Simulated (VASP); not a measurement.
A run of VASP 6.6.1:

The input INCAR:

```
PREC = Accurate
ENCUT = 520
EDIFF = 1E-6
ISMEAR = 0
SIGMA = 0.1
LREAL = F
LASPH = T
NELM = 60
ALGO = Normal
ISIF = 2
LWAVE = F
LCHARG = F
GGA = RP
NBANDS = 12
```

KPOINTS

```
Automatic mesh
0
Gamma
  10 10 10
```

Contents of POSCAR:

```
In
1.0
   -1.8825252400      1.8825252400      1.8825252400
    1.8825252400     -1.8825252400      1.8825252400
    1.8825252400      1.8825252400     -1.8825252400
In
1
Cartesian
    0.0000000000      0.0000000000      0.0000000000
```

Potentials or basis: VASP PAW PBE potentials, release 54 (In_d).

The run is started by

```sh
$ cat potpaw_PBE.54/In_d/POTCAR > POTCAR
$ mpirun -np 1 vasp_std > vasp.out
```

Hardware: 1 thread of Intel(R) Xeon(R) Platinum 8488C (Sapphire Rapids), on a shared host.

Task: Estimate the wall time of this run.

Result: It took 8.6 s on 1 thread of Intel(R) Xeon(R) Platinum 8488C (Sapphire Rapids), on a shared host, peak memory 0.14 GiB. Counts: scf iterations 10, k points 47.
